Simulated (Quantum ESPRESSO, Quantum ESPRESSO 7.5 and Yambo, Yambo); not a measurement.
**Beyond one shot: GaN (F-43m)**

How far does self-consistency move the gap of GaN (F-43m)?

Calculated with Quantum ESPRESSO 7.5 and Yambo 5.3.0; PBE and many-body steps on it, plane waves.

**What was measured.**

- Gap 3.23 eV: absorption onset (direct gap at Gamma) of unexcited film, from imaginary part of dielectric function; spectroscopic ellipsometry (steady-state reference of time-resolved measurement); 300 K; film on 3C-SiC/Si(001) (“Femtosecond pump-probe absorption edge spectroscopy of cubic GaN”, 2022, arxiv:2206.02223).

## 1. The structure

It takes space group F-43m (No. 216, cubic). Conventional cell: a = 4.507 Å, b = 4.507 Å, c = 4.507 Å, α = 90.00°, β = 90.00°, γ = 90.00°. Nearest to Ga lie 4 N at 1.95 Å. Nearest to N lie 4 Ga at 1.95 Å. Farther neighbours and most contacts between anions are not listed.

The cell and positions are those that the Materials Project relaxed with its own functionals (PBE, PBE+U or r2SCAN), kept fixed. This is not the form that GaN usually takes at ambient conditions.

## 2. Empty states on the mesh, 4×4×4 mesh, 108 bands

This step: Quantum ESPRESSO 7.5; DFT, PBE, plane waves, norm-conserving pseudopotentials.

The sums over transitions need many empty states on a uniform mesh; this step solves for them.

pw.in

```
&control
  calculation = 'nscf'
  prefix = 'x'
  outdir = 'o'
  pseudo_dir = 'pseudo'
/
&system
  ibrav = 0
  nat = 2
  ntyp = 2
  ecutwfc = 104.0
  nbnd = 108
  force_symmorphic = .true.
/
&electrons
  conv_thr = 1e-9
  electron_maxstep = 80
  diago_full_acc = .true.
  diago_thr_init = 5e-6
/
ATOMIC_SPECIES
  Ga 69.723 Ga.upf
  N 14.007 N.upf
CELL_PARAMETERS angstrom
  0.0000000000 2.2535006075 2.2535006075
  2.2535006075 0.0000000000 2.2535006075
  2.2535006075 2.2535006075 0.0000000000
ATOMIC_POSITIONS crystal
  Ga 0.0000000000 0.0000000000 0.0000000000
  N 0.7500000000 0.7500000000 0.7500000000
K_POINTS automatic
  4 4 4 0 0 0
```

Run with:

```
$ OMP_NUM_THREADS=1 mpirun -n 8 pw.x -nk 4 -in pw.in > pw.out
```

The program printed:

```text
Program PWSCF v.7.5 starts

     This program is part of the open-source Quantum ESPRESSO suite
     for quantum simulation of materials; please cite
         "P. Giannozzi et al., J. Phys.:Condens. Matter 21 395502 (2009);
         "P. Giannozzi et al., J. Phys.:Condens. Matter 29 465901 (2017);
         "P. Giannozzi et al., J. Chem. Phys. 152 154105 (2020);
     in publications or presentations arising from this work. More details at

     Atomic positions and unit cell read from directory:
     o/x.save/

     Message from routine setup:
[...]
k =-0.3536-0.3536 0.3536 (  2788 PWs)   bands (ev):

[...]
132.4245 132.4245 133.5087 133.8780 138.6563 139.1195 139.1195 139.4760
   140.3849 140.3849 145.3589 145.3633 145.3633 148.0554 148.5598 148.5598
   148.7081 149.1674 150.1456 150.1456

          k = 0.3536 0.0000 0.0000 (  2786 PWs)   bands (ev):

     [... further k-points ...]

     highest occupied, lowest unoccupied level (ev):    11.6293   13.3821

     XML data file, pseudopotentials, collected wavefunctions

=------------------------------------------------------------------------------=
   JOB DONE.
=------------------------------------------------------------------------------=
```

Run time: 5.3 s. Hardware: 8 MPI ranks of Intel Xeon Platinum 8375C at 2.90GHz (Ice Lake), shared host; peak memory 0.51 GiB.

This step gave:

| Quantity | Value |
| --- | --- |
| gap | 1.753 eV |
| k of the valence top | 0, 0, 0 |
| k of the conduction bottom | 0, 0, 0 |
| least direct gap | 1.753 eV |
| k points computed | 8 |
| lowest point of the top converged band, above the valence top | 134.2339 eV |

On this mesh the gap is 1.753 eV.

The density comes from a self-consistent run that is not shown.

## 3. Conversion and set-up

This step: Yambo 5.3.0; conversion and set-up on PBE, plane waves, norm-conserving pseudopotentials.

The states are converted to the many-body program's format and the q mesh is built.

Run with:

```
$ (cd o/x.save; p2y > p2y.log; mv SAVE ../..); yambo > setup.log
```

The program printed:

```text
 Yambo, version 5.3.0

 [02] CORE Variables Setup
 =========================

  [02.01] Unit cells
  ==================

  Cell kind             :  FCC
  Atoms in the cell     :  Ga  N
  number of Ga atoms    :  1
  number of N  atoms    :  1

  List of atomic masses
  Mass of Ga    :  69.72300
  Mass of N     :  14.00700

  List of atomic coordinates    : [cc]
  Ga1       :  0.000000  0.000000  0.000000  order 1
  N1       :  6.387748  6.387748  6.387748  order 2

  Alat factors          :  4.258499  4.258499  4.258499 [a.u.]
  Direct lattice volume :  154.4542 [a.u.]
[...]
==========================================

 IBZ Q-points                                      :   8
 BZ  Q-points                                      :   64

 K/Q-points units:
 rlu = crystal or reduced units; cc = cartesian coordinates; iku = interal k-units

 Q [1]          [rlu]:  0.000000  0.000000  0.000000
 Q [2]          [rlu]:  0.10757E-16  0.10757E-16  0.25000
 Q [3]          [rlu]: -0.21514E-16 -0.21514E-16 -0.50000
[...]
Q [7]          [rlu]: -0.46183E-16 -0.50000     -0.50000
 Q [8]          [rlu]:  0.250000 -0.500000 -0.250000

  [03.01] X indexes
  =================

   [03.01.01] Sigma indexes
   ========================

 [06] Game Over & Game summary
```

Wall time 4 s (1 MPI rank); peak memory 0.24 GiB.

## 4. G0W0

G0W0 replaces the xc potential by the self-energy, built once from these orbitals. Only a window of levels is corrected, while the sums run over the empty bands that the input names.

This step: G0W0 on PBE, plane waves, norm-conserving pseudopotentials.

gw1.in

```
HF_and_locXC
gw0
dyson
ppa
em1d
rim_cut
RandQpts= 1000000
RandGvec= 1 RL
EXXRLvcs= 104 Ry
VXCRLvcs= 416 Ry
Chimod= "HARTREE"
% BndsRnXp
 1 | 108 |
%
NGsBlkXp= 15.5 Ry
% LongDrXp
 1 | 1 | 1 |
%
% GbndRnge
 1 | 108 |
%
DysSolver= "n"
ExtendOut
PPAPntXp= 27.21138 eV
% QPkrange
 1 | 8 | 10 | 17 |
%
```

Run with:

```
$ OMP_NUM_THREADS=1 mpirun -n 8 yambo -F gw1.in -J gw1 -C gw1 > gw1.log
```

The program printed:

```text
 Yambo, version 5.3.0

 [02] CORE Variables Setup
 =========================

  [... cell, symmetries and grids as in the set-up ...]

  [02.05] Energies & Occupations
  ==============================

  [X] === General ===
  [X] Electronic Temperature                        :  0.000000  0.000000 [eV K]
  [X] Bosonic    Temperature                        :  0.000000  0.000000 [eV K]
  [X] Finite Temperature mode                       : no
  [X] El. density                                   :  0.11360E+25 [cm-3]
  [X] Fermi Level                                   :  11.62933 [eV]

  [X] === Gaps and Widths ===
  [X] Conduction Band Min                           :  1.752814 [eV]
  [X] Valence Band Max                              :  0.000000 [eV]
  [X] Filled Bands                                  :  13
  [X] Empty Bands                                   :   14  108
  [X] Direct Gap                                    :  1.752814 [eV]
  [X] Direct Gap localized at k                     :  1
  [X] Indirect Gap                                  :  1.752814 [eV]
  [X] Indirect Gap between kpts                     :  1  1
  [X] Last valence band width                       :  3.622458 [eV]
  [X] 1st conduction band width                     :  4.731742 [eV]

 [03] Transferred momenta grid and indexing
 ==========================================

 IBZ Q-points                                      :   8
 BZ  Q-points                                      :   64

 K/Q-points units:
 rlu = crystal or reduced units; cc = cartesian coordinates; iku = interal k-units

 Q [1]          [rlu]:  0.000000  0.000000  0.000000
 Q [2]          [rlu]:  0.10757E-16  0.10757E-16  0.25000
 Q [3]          [rlu]: -0.21514E-16 -0.21514E-16 -0.50000
 Q [4]          [rlu]:  0.23091E-16  0.25000      0.25000
 Q [5]          [rlu]:  0.27370E-17  0.25000      0.50000
 Q [6]          [rlu]: -0.21514E-16  0.25000     -0.25000
 Q [7]          [rlu]: -0.46183E-16 -0.50000     -0.50000
 Q [8]          [rlu]:  0.250000 -0.500000 -0.250000

 [04] Coloumb potential Random Integration (RIM)
 ===============================================

  [04.01] RIM initialization
  ==========================

  * Diagonal components only detected *

  8 x (sBL volume)        :  0.200747 [a.u.]
  sBZ random points       :  1000000
  Points outside the sBZ  :   7968281
  RL volume               :  1.605979 [a.u.]
  Integrated volume       :  1.612372 [a.u.]

  [04.02] RIM integrals
  =====================

  Gamma point sphere radius             :  0.106210 [a.u.]
  Points outside the sphere             :   800476
  [Int_sBZ(q=0) 1/q^2]*(Vol_sBZ)^(-1/3) =:  7.776341
                                 should be <:  7.795600

  Summary of Coulomb integrals for non-metallic bands |Q|[au] RIM/Bare

  Q [1] 0.100000E-4 0.997530 * Q [2] 0.319443 1.068930
  Q [4] 0.368862 1.066842 * Q [6] 0.521649 1.029370
  Q [5] 0.611688 1.022832 * Q [3] 0.638887 1.020347
  Q [7] 0.737723 1.017473 * Q [8] 0.824799 1.014532

 [05] Dipoles
 ============

  [05.01] Setup: observables and procedures
  =========================================

 [06] Dynamic Dielectric Matrix (PPA)
 ====================================

 [SLK-Inversion]  Pools        :  2
 [SLK-Inversion]  BLACS grid   :  2  2

 [WR./gw1//ndb.pp]---------------------------------------------------------------
  Brillouin Zone Q/K grids (IBZ/BZ)                :    8   64    8   64
  RL vectors                                       :   3479 [WF]
  Coulomb cutoff potential                         : none
  Electronic Temperature                           :  0.000000 [K]
  Bosonic    Temperature                           :  0.000000 [K]
  PPA    diel. fun.  energies                      : Perdew, Burke & Ernzerhof(X)+Perdew, Burke & Ernzerhof(C)
  wavefunctions                                    : Perdew, Burke & Ernzerhof(X)+Perdew, Burke & Ernzerhof(C)
  Global Gauge                                     : length
  X matrix size                                    :  181
  X band range                                     :    1  108
  X e/h energy range                               : -1.000000 -1.000000 [eV]
  X Time ordering                                  : R
  X Hxc Kernel                                     : HARTREE
  X Drude frequency                                :  0.000000  0.000000
  X poles                                          :  100.0000 [o/o]
  RL vectors in the sum                            :   3479
  [r,Vnl] included                                 : yes
  Field direction                                  :  0.577350E-5  0.577350E-5  0.577350E-5
  BZ energy Double Grid                            : no
  BZ energy DbGd points                            : 0
  BZ Q point size factor                           : -1.000000
  X Optical Averaged directions                    : none

 [07] Local Exchange-Correlation + Non-Local Fock
 ================================================

 [VXC] Plane waves :  22219
 [EXS] Plane waves :  2741

 QP @ state[ 1 ] K range:   1   8
 QP @ state[ 1 ] b range:  10  17

 [xc] Functional : Perdew, Burke & Ernzerhof(X)+Perdew, Burke & Ernzerhof(C)
 [xc] LIBXC used to calculate xc functional
  PP Number of Atomic Species                      :  2
  NLCC RL compoments                               :  22219
  PP Number of Atomic Species                      :  2
  NLCC RL compoments                               :  22219

 [xc] E_xc :  -24.12284 [Ha]
      E_xc :  -48.24568 [Ry]

  Local XC kind (lXC) : Perdew, Burke & Ernzerhof(X)+Perdew, Burke & Ernzerhof(C)
  Non-Local XC kind (nlXC) : Hartree-Fock

  Corrections @ K [1] :  [eV]
 <10|nlXC|10> = -48.94610 -0.16792E-17 <10|lXC|10> = -37.26653  0.000000
 <11|nlXC|11> = -22.60298 -0.66735E-17 <11|lXC|11> = -19.10882  0.000000
 <12|nlXC|12> = -22.60295 -0.10608E-17 <12|lXC|12> = -19.10882 -0.37763E-15
 <13|nlXC|13> = -22.60285 -0.18246E-17 <13|lXC|13> = -19.10882  0.000000
 <14|nlXC|14> = -9.854488  0.19247E-17 <14|lXC|14> = -14.14883  0.000000
 <15|nlXC|15> = -7.029027 -0.21104E-17 <15|lXC|15> = -13.03826  0.000000
[...]
Corrections @ K [2] :  [eV]
[...]
Corrections @ K [3] :  [eV]
[...]
Corrections @ K [4] :  [eV]
[...]
Corrections @ K [5] :  [eV]
[...]
[... 2 further k-points ...]
  Corrections @ K [8] :  [eV]
[...]
<15|nlXC|15> = -10.49995  0.70944E-17 <15|lXC|15> = -17.26022  0.000000
 <16|nlXC|16> = -6.681145 -0.16797E-18 <16|lXC|16> = -12.94786  0.18882E-15
 <17|nlXC|17> = -6.546802 -0.11179E-17 <17|lXC|17> = -12.57195  0.000000

  [07.01] Hartree-Fock occupations report
  =======================================

  [Hartree-Fock] === General ===
  [Hartree-Fock] Electronic Temperature             :  0.000000  0.000000 [eV K]
  [Hartree-Fock] Bosonic    Temperature             :  0.000000  0.000000 [eV K]
  [Hartree-Fock] Finite Temperature mode            : no
  [Hartree-Fock] El. density                        :  0.11360E+25 [cm-3]
  [Hartree-Fock] Fermi Level                        :  11.62933 [eV]

  [Hartree-Fock] === Gaps and Widths ===
  [Hartree-Fock] Conduction Band Min                :  6.047152 [eV]
  [Hartree-Fock] Valence Band Max                   : -3.494027 [eV]
  [Hartree-Fock] Filled Bands                       :  13
  [Hartree-Fock] Empty Bands                        :   14  108
  [Hartree-Fock] Direct Gap                         :  9.541178 [eV]
  [Hartree-Fock] Direct Gap localized at k          :  1
  [Hartree-Fock] Indirect Gap                       :  9.541178 [eV]
  [Hartree-Fock] Indirect Gap between kpts          :  1  1
  [Hartree-Fock] Last valence band width            :  4.374331 [eV]
  [Hartree-Fock] 1st conduction band width          :  6.289571 [eV]

 [08] Dyson equation: Newton solver
 ==================================

  [08.01] G0W0 (W PPA)
  ====================

  [  GW  ] Bands range     :    1  108
  [GW/PPA] G damping       :  0.100000 [eV]

  QP @ state[ 1 ] K range:   1   8
  QP @ state[ 1 ] b range:  10  17

   Sc/G bands                                       :    1  108
   Sc/G damping                                     :  0.100000 ev
   Sc bands terminator                              : no
   Sx RL components                                 :  2741

   QP @ state[ 1 ] K range                          :   1   8
   QP @ state[ 1 ] b range                          :  10  17
   GF energies kind                                 : Perdew, Burke & Ernzerhof(X)+Perdew, Burke & Ernzerhof(C)
   GF WF`s kind                                     : Perdew, Burke & Ernzerhof(X)+Perdew, Burke & Ernzerhof(C)
   Xs energies kind                                 : Perdew, Burke & Ernzerhof(X)+Perdew, Burke & Ernzerhof(C)
   Xs WF`s kind                                     : Perdew, Burke & Ernzerhof(X)+Perdew, Burke & Ernzerhof(C)

 [11] Game Over & Game summary
```

The job ended after 3.4 min (8 MPI ranks; peak memory 3.1 GiB; 26 min of CPU time).

Numbers from this step:

* G0W0 gap on the mesh: 2.560 eV
* starting gap on the mesh: 1.753 eV
* k of the valence top: 0, 0, 0
* k of the conduction bottom: 0, 0, 0
* least direct G0W0 gap on the computed points: 2.560 eV
* Z at the valence top: 0.7860
* Z at the conduction bottom: 0.8130

The gap on the mesh goes from 1.75 eV to 2.56 eV, a correction of +0.81 eV.

## 5. evGW0, cycle 1

This step: evGW0 on PBE, plane waves, norm-conserving pseudopotentials.

gw2.in, as its differences from gw1.in of step 4:

```diff
@@ -27 +27,2 @@
 %
+GfnQPdb= "E < ./gw1/ndb.QP"
```

Run with:

```
$ OMP_NUM_THREADS=1 mpirun -n 8 yambo -F gw2.in -J gw2,gw1_W -C gw2 > gw2.log
```

The program printed:

```text
 Yambo, version 5.3.0

 [02] CORE Variables Setup
 =========================

  [... cell, symmetries and grids as in the set-up ...]

  [02.05] Energies & Occupations
  ==============================

  [X] === General ===
  [X] Electronic Temperature                        :  0.000000  0.000000 [eV K]
  [X] Bosonic    Temperature                        :  0.000000  0.000000 [eV K]
  [X] Finite Temperature mode                       : no
  [X] El. density                                   :  0.11360E+25 [cm-3]
  [X] Fermi Level                                   :  11.62933 [eV]

  [X] === Gaps and Widths ===
  [X] Conduction Band Min                           :  1.752814 [eV]
  [X] Valence Band Max                              :  0.000000 [eV]
  [X] Filled Bands                                  :  13
  [X] Empty Bands                                   :   14  108
  [X] Direct Gap                                    :  1.752814 [eV]
  [X] Direct Gap localized at k                     :  1
  [X] Indirect Gap                                  :  1.752814 [eV]
  [X] Indirect Gap between kpts                     :  1  1
  [X] Last valence band width                       :  3.622458 [eV]
  [X] 1st conduction band width                     :  4.731742 [eV]

 [03] Transferred momenta grid and indexing
 ==========================================

 IBZ Q-points                                      :   8
 BZ  Q-points                                      :   64

 K/Q-points units:
 rlu = crystal or reduced units; cc = cartesian coordinates; iku = interal k-units

 Q [1]          [rlu]:  0.000000  0.000000  0.000000
 Q [2]          [rlu]:  0.10757E-16  0.10757E-16  0.25000
 Q [3]          [rlu]: -0.21514E-16 -0.21514E-16 -0.50000
[...]
[G+QP] Indirect Gap                               :  2.560404 [eV]
  [G+QP] Indirect Gap between kpts                  :  1  1
  [G+QP] Last valence band width                    :  4.023871 [eV]
  [G+QP] 1st conduction band width                  :  5.183795 [eV]

  [coarse-grid] Minimum Bare Gap        [ev]:  1.752814
  [coarse-grid] Minimum Gap Correction  [ev]:  0.807590

  Eqp @ K [1]
  -160.3239 -104.7258 -104.7258 -104.7258  -17.9084  -15.2115  -15.2115  -15.2115
   -14.8617     -15.3524    -0.592519E-4 -0.110887E-3   0.00000      2.56040      11.4432      11.4420
   11.44098  19.05302  20.28201  20.28201  20.28201  21.28907  21.28907  24.30202
[...]
Eqp @ K [2]
[...]
Eqp @ K [3]
[...]
Eqp @ K [4]
[...]
Eqp @ K [5]
[...]
[... 2 further k-points ...]
  Eqp @ K [8]
[...]
12.10355  16.62481  20.77887  25.24391  25.75082  29.24077  31.33499  32.00288
   32.19531  34.16818  36.80729  39.02057  40.79512  44.90383  44.98779  44.99265

 [07] Dipoles
 ============

  [07.01] Setup: observables and procedures
  =========================================

 [08] Dynamic Dielectric Matrix (PPA)
 ====================================

   Sc/G bands                                       :    1  108
   Sc/G damping                                     :  0.100000 ev
   Sc bands terminator                              : no
   Sx RL components                                 :  2741

   QP @ state[ 1 ] K range                          :   1   8
   QP @ state[ 1 ] b range                          :  10  17
   GF energies kind                                 : Perdew, Burke & Ernzerhof(X)+Perdew, Burke & Ernzerhof(C)+ E < ./gw1/ndb.QP + @E Fit
   GF WF`s kind                                     : Perdew, Burke & Ernzerhof(X)+Perdew, Burke & Ernzerhof(C)
   Xs energies kind                                 : Perdew, Burke & Ernzerhof(X)+Perdew, Burke & Ernzerhof(C)
   Xs WF`s kind                                     : Perdew, Burke & Ernzerhof(X)+Perdew, Burke & Ernzerhof(C)

 [13] Game Over & Game summary
```

It took 2.9 min on 8 MPI ranks; peak memory 3 GiB.

This step gave:

```yaml
quasiparticle_gap_on_the_mesh: 2.662 eV
gap_of_the_density_functional_on_the_mesh: 1.753 eV
k_of_the_valence_top: 0, 0, 0
k_of_the_conduction_bottom: 0, 0, 0
least_direct_quasiparticle_gap_on_the_computed_points: 2.662 eV
z_at_the_valence_top: 0.7904
z_at_the_conduction_bottom: 0.8223
```

Against G0W0 in Yambo (4×4×4 mesh, 108 bands, screening to 210.9 eV, Godby-Needs plasmon pole), the gap moves by +0.102 eV.

The program's own table gives 2.806 eV, which is too large where the input levels are shifted: this version takes Σc at the unshifted level E₀, yet steps from the shifted one. The value above is the Newton step from E₀, E₀ + Z(Σc + Σx − Vxc), rebuilt from the printed columns.

(Continued in part 2 of 2.)

[Paths, hosts, dates, memory and timing lines, banners, echoed tables and standing remarks are left out of the program output.]

[Logs are printed without paths, hosts, clocks, repeated set-up lines and the standing remarks that a program may print on its own settings, such as how far it seeks lower states.]

[Runs of the session that timed out or met a known fault of the program may be left out.]

[Hosts, paths, dates, database ids (printed as entryN), source tags and the programs' standing remarks are cut or masked in the printed files.]
